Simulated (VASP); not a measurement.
# GaCo (Pm-3m) in VASP: single point with PBE

Aim: the single point of GaCo with PBE.

Everything below comes from runs of VASP 6.6.1. Logs are shortened: lines on timing, memory, paths and dates and some standing lists are left out, and cuts for length are marked.

## Step 1: The structure

Symmetry: Pm-3m, No. 221, cubic system. The conventional cell has a = 2.883 Å, b = 2.883 Å, c = 2.883 Å, α = 90.00°, β = 90.00°, γ = 90.00°. Ga (site symmetry m-3m) is surrounded by 8 Co at 2.50 Å. Co (site symmetry m-3m) has 8 Ga at 2.50 Å as nearest neighbours.

## Step 2: Single point, PBE, collinear spin, typed start

INCAR

```
PREC = Accurate
ENCUT = 520
EDIFF = 1E-6
ISMEAR = 0
SIGMA = 0.1
LREAL = F
LASPH = T
NELM = 150
ALGO = Normal
ISIF = 2
LWAVE = F
LCHARG = F
ISPIN = 2
MAGMOM = 0 3
LORBIT = 11
LMAXMIX = 4
GGA = PE
NBANDS = 22
```

KPOINTS

```
Automatic mesh
0
Gamma
  6 6 6
```

POSCAR

```
GaCo
1.0
    2.8831000000      0.0000000000      0.0000000000
    0.0000000000      2.8831000000      0.0000000000
    0.0000000000      0.0000000000      2.8831000000
Ga Co
1 1
Direct
    0.5000000000      0.5000000000      0.5000000000
    0.0000000000      0.0000000000      0.0000000000
```

Potentials or basis: VASP PAW PBE potentials, release 64 (Ga_d, Co).

Started as:

```sh
> cat potpaw_PBE.64/Ga_d/POTCAR potpaw_PBE.64/Co/POTCAR > POTCAR
> mpirun -np 1 vasp_std > vasp.out
```

OUTCAR:

```text
PREC = Accurate
   ENCUT = 520
   EDIFF = 1E-6
   ISMEAR = 0
   LREAL = F
   LASPH = T
   NELM = 150
   ISIF = 2
   ISPIN = 2
   LORBIT = 11
   GGA = PE

 ion  position               nearest neighbor table
   1  0.500  0.500  0.500-   2 2.50   2 2.50   2 2.50   2 2.50   2 2.50   2 2.50   2 2.50   2 2.50

   2  0.000  0.000  0.000-   1 2.50   1 2.50   1 2.50   1 2.50   1 2.50   1 2.50   1 2.50   1 2.50

  LATTYP: Found a simple cubic cell.
 ALAT       =     2.8831000000

  Lattice vectors:

 A1 = (   2.8831000000,   0.0000000000,   0.0000000000)
 A2 = (   0.0000000000,   2.8831000000,   0.0000000000)
 A3 = (   0.0000000000,   0.0000000000,   2.8831000000)

Analysis of symmetry for initial positions (statically):
=====================================================================
 Subroutine PRICEL returns:
 Original cell was already a primitive cell.

 Routine SETGRP: Setting up the symmetry group for a
 simple cubic supercell.

 Subroutine GETGRP returns: Found 48 space group operations
 (whereof 48 operations were pure point group operations)
 out of a pool of 48 trial point group operations.

The static configuration has the point symmetry O_h .

Analysis of symmetry for dynamics (positions and initial velocities):
=====================================================================
 Subroutine PRICEL returns:
 Original cell was already a primitive cell.

 Routine SETGRP: Setting up the symmetry group for a
 simple cubic supercell.

 Subroutine GETGRP returns: Found 48 space group operations
 (whereof 48 operations were pure point group operations)
 out of a pool of 48 trial point group operations.

The dynamic configuration has the point symmetry O_h .

Analysis of structural, dynamic, and magnetic symmetry:
=====================================================================
 Subroutine PRICEL returns:
 Original cell was already a primitive cell.

 Routine SETGRP: Setting up the symmetry group for a
 simple cubic supercell.

 Subroutine GETGRP returns: Found 48 space group operations
 (whereof 48 operations were pure point group operations)
 out of a pool of 48 trial point group operations.

The overall configuration has the point symmetry O_h .

 Subroutine INISYM returns: Found 48 space group operations
 (whereof 48 operations are pure point group operations),
 and found     1 'primitive' translations

----------------------------------------------------------------------------------------

                                     Primitive cell

  volume of cell :      23.9651

  direct lattice vectors                    reciprocal lattice vectors
     2.883100000  0.000000000  0.000000000     0.346848878  0.000000000  0.000000000
     0.000000000  2.883100000  0.000000000     0.000000000  0.346848878  0.000000000
     0.000000000  0.000000000  2.883100000     0.000000000  0.000000000  0.346848878

  length of vectors
     2.883100000  2.883100000  2.883100000     0.346848878  0.346848878  0.346848878

  position of ions in fractional coordinates (direct lattice)
     0.500000000  0.500000000  0.500000000
     0.000000000  0.000000000  0.000000000

  ion indices of the primitive-cell ions
   primitive index   ion index
                 1           1
                 2           2

----------------------------------------------------------------------------------------

 KPOINTS: Automatic mesh

Automatic generation of k-mesh.
 Grid dimensions read from file:
 generate k-points for:    6    6    6

 Generating k-lattice:

  Cartesian coordinates                     Fractional coordinates (reciprocal lattice)
     0.057808146  0.000000000  0.000000000     0.166666667  0.000000000  0.000000000
     0.000000000  0.057808146  0.000000000     0.000000000  0.166666667  0.000000000
     0.000000000  0.000000000  0.057808146     0.000000000  0.000000000  0.166666667

  Length of vectors
     0.057808146  0.057808146  0.057808146

  Shift w.r.t. Gamma in fractional coordinates (k-lattice)
     0.000000000  0.000000000  0.000000000

 Subroutine IBZKPT returns following result:
 ===========================================

 Found     20 irreducible k-points:

 Following reciprocal coordinates:
            Coordinates               Weight
  0.000000  0.000000  0.000000      1.000000
  0.166667  0.000000  0.000000      6.000000
  0.333333  0.000000  0.000000      6.000000
  0.500000  0.000000  0.000000      3.000000
  0.166667  0.166667  0.000000     12.000000
  0.333333  0.166667  0.000000     24.000000
[... 12 lines left out ...]
  0.500000  0.500000  0.333333      6.000000
  0.500000  0.500000  0.500000      1.000000
   k-points           NKPTS =     20   k-points in BZ     NKDIM =     20   number of bands    NBANDS=     22
   number of dos      NEDOS =    301   number of ions     NIONS =      2
   total plane-waves  NPLWV =  13824
   dimension x,y,z NGX =    24 NGY =   24 NGZ =   24
   dimension x,y,z NGXF=    48 NGYF=   48 NGZF=   48
   ions per type =               1   1
   NGX,Y,Z   is equivalent  to a cutoff of  13.84, 13.84, 13.84 a.u.
   NGXF,Y,Z  is equivalent  to a cutoff of  27.68, 27.68, 27.68 a.u.
 SYSTEM =  unknown system
   PREC   = accura    normal or accurate (medium, high low for compatibility)
   ISTART =      0    job   : 0-new  1-cont  2-samecut
   ICHARG =      2    charge: 1-file 2-atom 10-const
   ISPIN  =      2    spin polarized calculation?
   LNONCOLLINEAR =      F non collinear calculations
   LSORBIT =      F    spin-orbit coupling
   LASPH  =      T    aspherical Exc in radial PAW
   ENCUT  =  520.0 eV  38.22 Ry    6.18 a.u.   5.36  5.36  5.36*2*pi/ulx,y,z
   NELM   =    150;   NELMIN=  2; NELMDL= -5     # of ELM steps
   EDIFF  = 0.1E-05   stopping-criterion for ELM
   LREAL  =      F    real-space projection
   EDIFFG = 0.1E-04   stopping-criterion for IOM
   NSW    =      0    number of steps for IOM
   IBRION =     -1    ionic relax: 0-MD 1-quasi-New 2-CG
   NFREE  =      0    steps in history (QN), initial steepest desc. (CG)
   ISIF   =      2    stress and relaxation
   ISYM   =      2    0-nonsym 1-usesym 2-fastsym
   POTIM  = 0.5000    time-step for ionic-motion
   TEBEG  =    0.0;   TEEND  =   0.0 temperature during run
   PSTRESS=    0.0 pullay stress
   NELECT =      22.0000    total number of electrons
   NUPDOWN=      -1.0000    fix difference up-down
   EMIN   =  10.00;   EMAX   =-10.00  energy-range for DOS
   EFERMI =   0.00;   METHOD = LEGACY
   ISMEAR =     0;   SIGMA  =   0.10  broadening in eV -4-tet -1-fermi 0-gaus
   EFERMI_NEDOS =   21; number of points for ismear=-14 and -15
   IALGO  =     38    algorithm
   IMIX   =      4    mixing-type and parameters
     AMIX     =   0.40;   BMIX     =  1.00
     AMIX_MAG =   1.60;   BMIX_MAG =  1.00
  volume/ion in A,a.u.               =      11.98        80.86
  Fermi-wavevector in a.u.,A,eV,Ry     =   1.591070  3.006687 34.443210  2.531504
  Thomas-Fermi vector in A             =   2.689667
   LORBIT       =     11    0 simple, 1 ext, 2 COOP (PROOUT), +10 PAW based schemes
   GGA     = PE    functional components
   LHFCALC =     F    Hartree Fock is set to
   AEXX    =    0.0000 exact exchange contribution
   IVDW    =     0    specifies the selected vdW correction
   LEPSILON=     F    determine dielectric tensor
   LRPA    =     F    only Hartree local field effects (RPA)
 spin polarized calculation
 Gauss-broadening in eV      SIGMA  =   0.10
  energy-cutoff  :      520.00
  volume of cell :       23.97
 maximum number of plane-waves:       661
 NGX is ok and might be reduce to    24
   NGX = 11   NGY = 11   NGZ = 11

 number of electron      22.0000019 magnetization       0.2451527

 Free energy of the ion-electron system (eV)
  ---------------------------------------------------
  ext. energy  EPLUGINS =         0.00000000
  ---------------------------------------------------
  free energy    TOTEN  =       -10.49083094 eV

  energy without entropy =      -10.48448724  energy(sigma->0) =      -10.48765909

 E-fermi :   9.6044     XC(G=0): -13.1596

 val. band max:        9.5679971443   @ k =   0.5000   0.0000   0.0000
 cond. band min:       9.6086723117   @ k =   0.5000   0.1667   0.1667
 fundamental gap:      0.0406751674
 Fermi energy:         9.6044157078

 spin component 1

 k-point     1 :       0.0000    0.0000    0.0000
  band No.  band energies     occupation
      1      -5.4394      1.00000
      2      -5.4394      1.00000
      3      -5.0980      1.00000
      4      -5.0980      1.00000
      5      -5.0980      1.00000
      6      -2.3013      1.00000
[... 14 lines left out ...]
     21      34.8961      0.00000
     22      34.8961      0.00000
[... 451 lines left out ...]
 k-point    20 :       0.5000    0.5000    0.5000
  band No.  band energies     occupation
      1      -5.3544      1.00000
      2      -5.3544      1.00000
      3      -5.3544      1.00000
      4      -4.9363      1.00000
      5      -4.9363      1.00000
      6       5.6189      1.00000
[... 14 lines left out ...]
     21      44.7435      0.00000
     22      45.8114      0.00000
 Fermi energy:         9.6044157078

 spin component 2

 k-point     1 :       0.0000    0.0000    0.0000
  band No.  band energies     occupation
      1      -5.4455      1.00000
      2      -5.4455      1.00000
      3      -5.1039      1.00000
      4      -5.1039      1.00000
      5      -5.1039      1.00000
      6      -2.3294      1.00000
[... 14 lines left out ...]
     21      34.9423      0.00000
     22      34.9423      0.00000
[... 452 lines left out ...]
  band No.  band energies     occupation
      1      -5.3614      1.00000
      2      -5.3614      1.00000
      3      -5.3614      1.00000
      4      -4.9414      1.00000
      5      -4.9414      1.00000
      6       5.6810      1.00000
[... 14 lines left out ...]
     21      44.7052      0.00000
     22      45.7377      0.00000

------------------------ aborting loop because EDIFF is reached ----------------------------------------

  FORCE on cell =-STRESS in cart. coord.  units (eV):
  Direction    XX          YY          ZZ          XY          YZ          ZX
  --------------------------------------------------------------------------------------
  -------------------------------------------------------------------------------------
  Total        0.0378348      0.0378348      0.0378348      0.0000000     -0.0000000      0.0000000
  in kB        2.5294345      2.5294345      2.5294345      0.0000000     -0.0000000      0.0000000
  external PRESSURE =       2.5294345 kB  Pullay stress =       0.0000000 kB

 VOLUME and BASIS-vectors are now :
 -----------------------------------------------------------------------------
  energy-cutoff  :      520.00
  volume of cell :       23.97
      direct lattice vectors                 reciprocal lattice vectors
     2.883100000  0.000000000  0.000000000     0.346848878  0.000000000  0.000000000
     0.000000000  2.883100000  0.000000000     0.000000000  0.346848878  0.000000000
     0.000000000  0.000000000  2.883100000     0.000000000  0.000000000  0.346848878

 POSITION                                       TOTAL-FORCE (eV/Angst)
 -----------------------------------------------------------------------------------
      1.44155      1.44155      1.44155         0.000000      0.000000      0.000000
      0.00000      0.00000      0.00000         0.000000      0.000000      0.000000
 -----------------------------------------------------------------------------------
    total drift:                                0.000000      0.000000     -0.000000

  FREE ENERGIE OF THE ION-ELECTRON SYSTEM (eV)
  ---------------------------------------------------
  free  energy   TOTEN  =       -10.4908309423 eV

  energy  without entropy=      -10.4844872368  energy(sigma->0) =      -10.48765909

 total charge

# of ion       s       p       d       tot
------------------------------------------
    1        0.845   0.884  10.050  11.779
    2        0.388   0.451   7.502   8.341
--------------------------------------------------
tot          1.232   1.335  17.552  20.120

 magnetization (x)

# of ion       s       p       d       tot
------------------------------------------
    1       -0.003  -0.011  -0.006  -0.020
    2        0.001  -0.008   0.290   0.283
--------------------------------------------------
tot         -0.003  -0.018   0.284   0.263
```

It took 17 s on 1 thread of AMD EPYC 7R13 (Zen 3), shared host; peak memory 0.13 GiB.

Results:

- Free energy: -10.4908 eV
- Pressure: 0.3 GPa
- Band gap on the k mesh: none (metal or under the smearing width)
- Net moment: 0.25 μB per cell
- Site moments: Ga -0.02; Co +0.28 μB
- Valence electrons inside the program's atomic spheres: Ga 11.78; Co 8.34

Caveat: the k mesh is coarse (spacing up to 0.36 Å⁻¹), so the values aren't converged.
